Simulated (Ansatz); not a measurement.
**The polar optical mode of BP at 6 GPa, worked through**

The calculation used DFT PBE, scalar-relativistic, plane waves, PAW in Ansatz 0.2.0. Cutoff 420 eV, 10×10×10 k-points (Γ-centred), fixed occupations. No spin polarisation. Phonons by linear response, acoustic sum rule imposed.

The cell, relaxed at 6 GPa:
```xyz
2
Lattice="0.0000 2.2481 2.2481 2.2481 0.0000 2.2481 2.2481 2.2481 0.0000" Properties=species:S:1:pos:R:3 pbc="T T T"
B     0.0000    0.0000    0.0000
P     3.3721    3.3721    3.3721
```

Linear response gives ν_TO = 827.8 cm⁻¹, Born charges ±0.605 e (positive on P) and ε∞ = 9.144. The primitive cell holds 22.723 Å³, and the masses are 10.810 and 30.974 amu.

Problem. Find ν_LO and the static dielectric constant.

Solution. The long-wave field adds a restoring force: ω_LO² − ω_TO² = Z*²e²/(ε_vac ε∞ μV). In these units ν_LO² − ν_TO² = 4.92064×10⁷ Z*²/(μ V ε∞) cm⁻², with μ = m₁m₂/(m₁ + m₂) = 8.013 amu: 10821 cm⁻². So ν_LO = √(827.8² + 10821) = 834.4 cm⁻¹, and the run gives 834.4. Lyddane–Sachs–Teller then gives ε0 = ε∞ (ν_LO/ν_TO)² = 9.29, against 9.29 in the run (it forms both from the same three quantities, so the match checks the arithmetic only). Between ν_TO and ν_LO the dielectric function is negative and an undamped crystal reflects fully: a reststrahlen band from 12.0 to 12.1 μm.

Problem. What do the Clausius–Mossotti polarisability and the Szigeti charge come to?

Solution. With the Lorentz local field, α = (3V/4π)(ε∞ − 1)/(ε∞ + 2) = 3.96 Å³ for the pair, and e_S = 3Z*/(ε∞ + 2) = 0.16 e. The Born charge includes the electrons' response to the dipole's own local field, and e_S takes that enhancement out. The Lorentz field assumes point-like polarisable ions, a poor picture once ε∞ is this large, since the electron clouds then overlap or are shared, so both numbers are formal here.

Problem. How strongly does a slow electron couple to the LO mode?

Solution. For one isotropic parabolic band, Fröhlich's constant is α_F = (1/ε∞ − 1/ε0) √(m* Ry/ħω_LO), with Ry = 13.606 eV, ħω_LO = 103.4 meV and m* in free-electron masses: α_F = 0.0017 × 11.47 × √m* = 0.02 √m*. The band mass isn't part of this run; for m* = 0.1, 0.3 and 1 it gives 0.01, 0.01, 0.02. In weak coupling the polaron lies α_F ħω_LO below the band edge (1 meV at m* = 0.3) with a mass m*(1 + α_F/6); past α_F of about 5 or 6 that expansion fails. A semilocal functional's ε∞ tends to be too large, which taken alone lowers α_F.

Cost: 1 run of about 0.22 core-minutes, on Intel Xeon 6975P-C (Granite Rapids) (shared hosts).

BP emerges as a stiff, weakly polar covalent crystal. Strong sp³ bonds and the light boron atom put the optical mode at 827.8 cm⁻¹, while a modest dynamical charge, well screened by the valence electrons, lifts the longitudinal branch only to 834.4 cm⁻¹. The lattice therefore adds little to the static dielectric constant.

The positive charge on P reverses the usual III–V assignment. The two elements have similar electronegativities, and boron's 2p shell, with no p core beneath it, is compact and strongly attracting, which probably draws bond charge towards boron as the atoms move. This is a dynamical charge, not a static ionic one, and because it enters the splitting squared, the LO frequency can't confirm its sign.

The weak Fröhlich coupling argues against a large polaron bound mainly by the polar mode. It doesn't establish a high mobility, since deformation-potential scattering by acoustic and optical phonons remains possible even where the long-range polar field is small.
